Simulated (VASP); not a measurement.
# InP (F-43m) in VASP: further runs

Aim: see how the results for InP move with the level of theory and the settings. Levels: revPBE, b88 exchange, pbe correlation. Tasks: single point, relaxation of cell and atoms.

Program: VASP 6.6.1. These are calculated values, not measurements. Logs are shortened: lines on timing, memory, paths and dates and some standing lists are left out, and cuts for length are marked.

**Experimental background.**

A printed reference work, data compilation reports, for a bulk crystal of InP at 1.6 K: band gap 1.4236 eV (direct).

How close the calculation comes is told below.

**1. The cell of the first run**

It takes space group F-43m (No. 216, cubic). The conventional cell has a = 5.861 Å, b = 5.861 Å, c = 5.861 Å, α = 90.00°, β = 90.00°, γ = 90.00°. Within 3.3 Å of In (site symmetry -43m) lie 4 P at 2.54 Å. P (site symmetry -43m) has 4 In at 2.54 Å within 3.3 Å.

**2. Single point, revPBE, non-collinear spin, zero start, spin-orbit coupling**

INCAR reads:

```
ALGO = Normal ; EDIFF = 1E-6
ENCUT = 500 ; GGA = RE
GGA_COMPAT = False ; ISIF = 2
ISMEAR = 0 ; LASPH = True
LCHARG = False ; LORBIT = 11
LORBMOM = True ; LREAL = False
LSORBIT = True ; LWAVE = False
MAGMOM = 0 0 0 0 0 0 ; NBANDS = 30
NELM = 200 ; PREC = Accurate
SIGMA = 0.05
```

KPOINTS reads:

```
k-points
0
Gamma
  8 8 8
```

POSCAR reads:

```
InP
1.0
    0.0000000000      2.9305000000      2.9305000000
    2.9305000000      0.0000000000      2.9305000000
    2.9305000000      2.9305000000      0.0000000000
In P
1 1
Direct
    0.0000000000      0.0000000000      0.0000000000
    0.2500000000      0.2500000000      0.2500000000
```

Potentials or basis: VASP PAW PBE potentials, release 64 (In_d, P).

Launch:

```bash
$ cat potpaw_PBE.64/In_d/POTCAR potpaw_PBE.64/P/POTCAR > POTCAR
$ mpirun -np 1 vasp_ncl > vasp.out
```

OUTCAR:

```text
EDIFF = 1E-6
   ENCUT = 500
   GGA = RE
   ISIF = 2
   ISMEAR = 0
   LASPH = True
   LORBIT = 11
   LREAL = False
   LSORBIT = True
   NELM = 200
   PREC = Accurate

 ion  position               nearest neighbor table
   1  0.000  0.000  0.000-   2 2.54   2 2.54   2 2.54   2 2.54
   2  0.250  0.250  0.250-   1 2.54   1 2.54   1 2.54   1 2.54

  LATTYP: Found a face centered cubic cell.
 ALAT       =     5.8610000000

  Lattice vectors:

 A1 = (   0.0000000000,   2.9305000000,   2.9305000000)
 A2 = (   2.9305000000,   0.0000000000,   2.9305000000)
 A3 = (   2.9305000000,   2.9305000000,   0.0000000000)

Analysis of symmetry for initial positions (statically):
=====================================================================
 Subroutine PRICEL returns:
 Original cell was already a primitive cell.

 Routine SETGRP: Setting up the symmetry group for a
 face centered cubic supercell.

 Subroutine GETGRP returns: Found 24 space group operations
 (whereof 24 operations were pure point group operations)
 out of a pool of 48 trial point group operations.

The static configuration has the point symmetry T_d .

Analysis of symmetry for dynamics (positions and initial velocities):
=====================================================================
 Subroutine PRICEL returns:
 Original cell was already a primitive cell.

 Routine SETGRP: Setting up the symmetry group for a
 face centered cubic supercell.

 Subroutine GETGRP returns: Found 24 space group operations
 (whereof 24 operations were pure point group operations)
 out of a pool of 48 trial point group operations.

The dynamic configuration has the point symmetry T_d .

Analysis of structural, dynamic, and magnetic symmetry:
=====================================================================
 Subroutine PRICEL returns:
 Original cell was already a primitive cell.

 Routine SETGRP: Setting up the symmetry group for a
 face centered cubic supercell.

 Subroutine GETGRP returns: Found 24 space group operations
 (whereof 24 operations were pure point group operations)
 out of a pool of 48 trial point group operations.

The overall configuration has the point symmetry T_d .

 Subroutine INISYM returns: Found 24 space group operations
 (whereof 24 operations are pure point group operations),
 and found     1 'primitive' translations

----------------------------------------------------------------------------------------

                                     Primitive cell

  volume of cell :      50.3333

  direct lattice vectors                    reciprocal lattice vectors
     0.000000000  2.930500000  2.930500000    -0.170619348  0.170619348  0.170619348
     2.930500000  0.000000000  2.930500000     0.170619348 -0.170619348  0.170619348
     2.930500000  2.930500000  0.000000000     0.170619348  0.170619348 -0.170619348

  length of vectors
     4.144352845  4.144352845  4.144352845     0.295521380  0.295521380  0.295521380

  position of ions in fractional coordinates (direct lattice)
     0.000000000  0.000000000  0.000000000
     0.250000000  0.250000000  0.250000000

  ion indices of the primitive-cell ions
   primitive index   ion index
                 1           1
                 2           2

----------------------------------------------------------------------------------------

 KPOINTS: k-points

Automatic generation of k-mesh.
 Grid dimensions read from file:
 generate k-points for:    8    8    8

 Generating k-lattice:

  Cartesian coordinates                     Fractional coordinates (reciprocal lattice)
    -0.021327419  0.021327419  0.021327419     0.125000000  0.000000000  0.000000000
     0.021327419 -0.021327419  0.021327419     0.000000000  0.125000000  0.000000000
[... 98 lines left out ...]

 number of electron      18.0000009 magnetization       0.0000000      0.0000000     -0.0000000

 number of electron      18.0000009 magnetization       0.0000000     -0.0000000     -0.0000000

 Free energy of the ion-electron system (eV)
  ---------------------------------------------------
  ext. energy  EPLUGINS =         0.00000000
  ---------------------------------------------------
  free energy    TOTEN  =        -7.82712935 eV

  energy without entropy =       -7.82712935  energy(sigma->0) =       -7.82712935

 E-fermi :   5.5229     XC(G=0):  -9.1590

 val. band max:        5.2899356139   @ k =   0.0000   0.0000   0.0000
 cond. band min:       6.0703736890   @ k =   0.0000   0.0000   0.0000
 fundamental gap:      0.7804380751
 Fermi energy:         5.5228973816

 k-point     1 :       0.0000    0.0000    0.0000
  band No.  band energies     occupation
      1      -9.3860      1.00000
      2      -9.3860      1.00000
      3      -9.3860      1.00000
      4      -9.3860      1.00000
      5      -8.6043      1.00000
      6      -8.6043      1.00000
[... 781 lines left out ...]
     29      16.0083      0.00000
     30      16.0217      0.00000

 [... further k-points ...]

------------------------ aborting loop because EDIFF is reached ----------------------------------------

  FORCE on cell =-STRESS in cart. coord.  units (eV):
  Direction    XX          YY          ZZ          XY          YZ          ZX
  --------------------------------------------------------------------------------------
  -------------------------------------------------------------------------------------
  Total        1.4271420      1.4271420      1.4271420      0.0000000      0.0000000     -0.0000000
  in kB       45.4278938     45.4278938     45.4278938      0.0000000      0.0000000     -0.0000000
  external PRESSURE =      45.4278938 kB  Pullay stress =       0.0000000 kB

 VOLUME and BASIS-vectors are now :
 -----------------------------------------------------------------------------
  energy-cutoff  :      500.00
  volume of cell :       50.33
      direct lattice vectors                 reciprocal lattice vectors
     0.000000000  2.930500000  2.930500000    -0.170619348  0.170619348  0.170619348
     2.930500000  0.000000000  2.930500000     0.170619348 -0.170619348  0.170619348
     2.930500000  2.930500000  0.000000000     0.170619348  0.170619348 -0.170619348

 POSITION                                       TOTAL-FORCE (eV/Angst)
 -----------------------------------------------------------------------------------
      0.00000      0.00000      0.00000         0.000000      0.000000      0.000000
      1.46525      1.46525      1.46525        -0.000000     -0.000000     -0.000000
 -----------------------------------------------------------------------------------
    total drift:                                0.000000      0.000000      0.000000

  FREE ENERGIE OF THE ION-ELECTRON SYSTEM (eV)
  ---------------------------------------------------
  free  energy   TOTEN  =        -7.8271293454 eV

  energy  without entropy=       -7.8271293454  energy(sigma->0) =       -7.82712935

 orbital moment (x)

 # of ion     p       d       tot
 ----------------------------------------
  1        -0.000  -0.000  -0.000
  2         0.000   0.000   0.000
 ----------------------------------------
           -0.000  -0.000  -0.000

 orbital moment (y)

 # of ion     p       d       tot
 ----------------------------------------
  1        -0.000  -0.000  -0.000
  2         0.000   0.000   0.000
 ----------------------------------------
           -0.000  -0.000  -0.000

 orbital moment (z)

 # of ion     p       d       tot
 ----------------------------------------
  1         0.000   0.000   0.000
  2         0.000   0.000   0.000
 ----------------------------------------
            0.000   0.000   0.000

 Spin-Orbit-Coupling matrix elements

 Ion:    1  E_soc:     -0.0710215
 l=   1
     0.0000000    -0.0053614    -0.0053614
    -0.0053614     0.0000000    -0.0053614
    -0.0053614    -0.0053614     0.0000000
 l=   2
     0.0000000    -0.0013266     0.0000000    -0.0013266    -0.0051490
    -0.0013266     0.0000000    -0.0038617    -0.0013266    -0.0012872
     0.0000000    -0.0038617     0.0000000    -0.0038617     0.0000000
    -0.0013266    -0.0013266    -0.0038617     0.0000000    -0.0012872
    -0.0051490    -0.0012872     0.0000000    -0.0012872     0.0000000
 l=   3
     0.0000000     0.0000000     0.0000000     0.0000000     0.0000000     0.0000000     0.0000000
     0.0000000     0.0000000     0.0000000     0.0000000     0.0000000     0.0000000     0.0000000
     0.0000000     0.0000000     0.0000000     0.0000000     0.0000000     0.0000000     0.0000000
     0.0000000     0.0000000     0.0000000     0.0000000     0.0000000     0.0000000     0.0000000
     0.0000000     0.0000000     0.0000000     0.0000000     0.0000000     0.0000000     0.0000000
     0.0000000     0.0000000     0.0000000     0.0000000     0.0000000     0.0000000     0.0000000
     0.0000000     0.0000000     0.0000000     0.0000000     0.0000000     0.0000000     0.0000000

 Ion:    2  E_soc:     -0.0011035
 l=   1
     0.0000000    -0.0001839    -0.0001839
    -0.0001839     0.0000000    -0.0001839
    -0.0001839    -0.0001839     0.0000000
 l=   2
     0.0000000     0.0000000     0.0000000     0.0000000     0.0000000
     0.0000000     0.0000000     0.0000000     0.0000000     0.0000000
     0.0000000     0.0000000     0.0000000     0.0000000     0.0000000
     0.0000000     0.0000000     0.0000000     0.0000000     0.0000000
     0.0000000     0.0000000     0.0000000     0.0000000     0.0000000
 l=   3
     0.0000000     0.0000000     0.0000000     0.0000000     0.0000000     0.0000000     0.0000000
     0.0000000     0.0000000     0.0000000     0.0000000     0.0000000     0.0000000     0.0000000
     0.0000000     0.0000000     0.0000000     0.0000000     0.0000000     0.0000000     0.0000000
     0.0000000     0.0000000     0.0000000     0.0000000     0.0000000     0.0000000     0.0000000
     0.0000000     0.0000000     0.0000000     0.0000000     0.0000000     0.0000000     0.0000000
     0.0000000     0.0000000     0.0000000     0.0000000     0.0000000     0.0000000     0.0000000
     0.0000000     0.0000000     0.0000000     0.0000000     0.0000000     0.0000000     0.0000000

 total charge

# of ion       s       p       d       tot
------------------------------------------
    1        0.824   0.765   9.901  11.490
    2        1.030   1.506   0.000   2.536
--------------------------------------------------
tot          1.853   2.271   9.901  14.026

 magnetization (x)

# of ion       s       p       d       tot
------------------------------------------
    1       -0.000   0.000  -0.000   0.000
    2        0.000  -0.000   0.000  -0.000
--------------------------------------------------
tot          0.000   0.000  -0.000   0.000

 magnetization (y)

# of ion       s       p       d       tot
------------------------------------------
    1       -0.000   0.000  -0.000   0.000
    2        0.000  -0.000   0.000  -0.000
--------------------------------------------------
tot          0.000  -0.000  -0.000  -0.000

 magnetization (z)

# of ion       s       p       d       tot
------------------------------------------
    1        0.000   0.000   0.000   0.000
    2        0.000   0.000   0.000   0.000
--------------------------------------------------
tot          0.000   0.000   0.000   0.000
```

Run time: 60 s. Hardware: 1 thread of Intel Xeon 6975P-C (Granite Rapids), shared host; peak memory 0.32 GiB.

What came out:

```
Free energy                                           : -7.8271 eV
Pressure                                              : 4.5 GPa
Net moment                                            : 0.00 μB per cell
Valence electrons inside the program's atomic spheres : In 11.49; P 2.54
```

Moments on the atoms (μB; x, y, z):
```
In  0.00 0.00 0.00
P   0.00 0.00 0.00
```

Caveat: the cell stands under pressure; the PAW data sets were made with another functional, which shifts forces and pressure a little.

**3. Single point, b88 exchange, pbe correlation**

This run uses another cell than the first one, of 26.43 Å³/atom.

INCAR reads:

```
SYSTEM = InP
PREC = Accurate
ENCUT = 500
EDIFF = 1E-6
ISMEAR = -1
SIGMA = 0.05
LREAL = .False.
LASPH = .True.
NELM = 120
ALGO = Normal
ISIF = 2
LWAVE = .False.
LCHARG = .False.
GGA = LIBXC
LIBXC1 = GGA_X_B88
LIBXC2 = GGA_C_PBE
NBANDS = 16
GGA_COMPAT = .False.
```

KPOINTS reads:

```
regular mesh
0
Gamma
  8 8 8
  0 0 0
```

POSCAR reads:

```
InP
1.0
    0.0000000000      2.9788349083      2.9788349083
    2.9788349083      0.0000000000      2.9788349083
    2.9788349083      2.9788349083      0.0000000000
In P
1 1
Direct
    0.0000000000      0.0000000000      0.0000000000
    0.7500000000      0.7500000000      0.7500000000
```

Potentials or basis: VASP PAW PBE potentials, release 64 (In_d, P).

Launch:

```bash
$ cat potpaw_PBE.64/In_d/POTCAR potpaw_PBE.64/P/POTCAR > POTCAR
$ mpirun -np 1 vasp_std > vasp.out
```

Wall time 18 s (1 thread of AMD EPYC 7R43 (Zen 3), shared host); peak memory 0.15 GiB.

It converged, with:

```yaml
Free_energy: -8.1700 eV
Pressure: -0.1 GPa
Band_gap_on_the_k_mesh: 0.42 eV
```

Levels at points of the mesh, in eV from the valence-band top:
```
           k point  band 6  band 7  band 8  band 9  band 10  band 11  band 12  band 13
(0.00, 0.00, 0.00)  -11.19    0.00    0.00    0.00     0.42     4.09     4.09     4.09
(0.50, 0.00, 0.00)   -9.63   -5.48   -0.90   -0.90     1.37     4.80     4.80     6.99
(0.50, 0.50, 0.00)   -9.03   -5.55   -2.16   -2.16     1.84     2.26     8.91     9.26
```

Caveat: the PAW data sets were made with another functional, which shifts forces and pressure a little; spin-orbit coupling is left out, which moves the levels of the heavy elements.

[end of part 1 of 2]
